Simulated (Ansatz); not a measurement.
Crystal: BeS.

```
S Be
1.0
     0.00000    2.42500    2.42500
     2.42500    0.00000    2.42500
     2.42500    2.42500    0.00000
S Be
1 1
Direct
  0.75000 0.75000 0.75000
  0.00000 0.00000 0.00000
```

| Property | Result |
| --- | --- |
| Program | Ansatz 0.2.0 |
| Task | relaxation of cell and atoms |
| Functional | revPBE |
| Potentials or basis | Ansatz PAW |
| Cutoff | 420 eV (not typed: the program's choice for these potentials) |
| k mesh | 9 × 9 × 9 |
| Occupations | fermi-dirac, width 0.05 eV |
| Spin | no spin polarisation |

At the start: volume 14.26 Å³/atom.

**Question.** How do energy, volume and symmetry change on relaxing?

**Answer.** It ends after 5 steps and the volume is 14.78 Å³/atom (+3.7 %); space group F-43m (No. 216, to 0.05 Å).

Step by step:
```csv
step,energy change (eV),largest force (eV/Å),volume (Å³)
1,0.0000,0.0000,28.52
2,-0.0088,0.0000,29.11
3,-0.0107,0.0000,29.54
4,-0.0107,0.0000,29.56
5,-0.0108,0.0000,29.56
```

Final structure:
```yaml
crystal:
  lattice:
    - [0.00000, 2.45416, 2.45416]
    - [2.45416, 0.00000, 2.45416]
    - [2.45416, 2.45416, 0.00000]
  atoms:
    - { symbol: S, position: [0.75000, 0.75000, 0.75000] }
    - { symbol: Be, position: [0.00000, 0.00000, 0.00000] }
```

Caveat: the plane-wave basis is chosen anew once the cell has moved, so the energies of steps on either side of that aren't comparable; the PAW data sets come from PBE, with cores solved anew for the run's functional, which leaves a small shift of forces and pressure.
